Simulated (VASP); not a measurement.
The system is TiSe2.

```xyz
3
Lattice="3.5360 0.0000 0.0000 -1.7680 3.0623 0.0000 0.0000 0.0000 6.0040" Properties=species:S:1:pos:R:3 pbc="T T T"
Ti    0.0000    0.0000    0.0000
Se    0.0000    2.0415    1.5322
Se    1.7680    1.0208    4.4718
```

- Program: VASP 6.6.1
- Task: relaxation of cell and atoms
- Functional: PBE
- Dispersion: D3(BJ)
- Potentials or basis: VASP PAW PBE potentials, release 64 (Ti_sv, Se)
- Cutoff: 600 eV
- k mesh: 12 × 12 × 6
- Occupations: methfessel-paxton, width 0.1 eV
- Spin: no spin polarisation

At the start: pressure -1.6 GPa; volume 21.67 Å³/atom.

Q: How do energy, volume and symmetry change on relaxing?

A: Over 10 steps the energy falls by 7.6 meV/atom and the volume is 20.50 Å³/atom (-5.4 %); space group P-3m1 (No. 164, to 0.05 Å).

Step by step:
| step | energy change (eV) | largest force (eV/Å) | pressure (GPa) | volume (Å³) |
| --- | --- | --- | --- | --- |
| 1 | 0.0000 | 0.0905 | -1.57 | 65.01 |
| 2 | -0.0085 | 0.3343 | 0.77 | 63.04 |
| 3 | -0.0091 | 0.2857 | 0.30 | 63.41 |
| 4 | -0.0154 | 0.1559 | 0.07 | 62.97 |
| 5 | -0.0171 | 0.0444 | -0.12 | 62.60 |
| 6 | -0.0193 | 0.0390 | -0.05 | 62.32 |
| 7 | -0.0226 | 0.0178 | 0.18 | 61.46 |
| 8 | -0.0226 | 0.0158 | 0.20 | 61.41 |
| 9 | -0.0222 | 0.0692 | -0.44 | 61.77 |
| 10 | -0.0227 | 0.0080 | 0.00 | 61.51 |

Final structure:
```cif
data_structure
_symmetry_space_group_name_H-M 'P 1'
_symmetry_Int_Tables_number 1
_cell_length_a 3.4818
_cell_length_b 3.4818
_cell_length_c 5.8586
_cell_angle_alpha 90.000
_cell_angle_beta 90.000
_cell_angle_gamma 120.000
_cell_volume 61.51
loop_
_atom_site_label
_atom_site_type_symbol
_atom_site_fract_x
_atom_site_fract_y
_atom_site_fract_z
_atom_site_occupancy
Ti1 Ti 0.00000 0.00000 0.00000 1
Se1 Se 0.33333 0.66667 0.26539 1
Se2 Se 0.66667 0.33333 0.73461 1
```
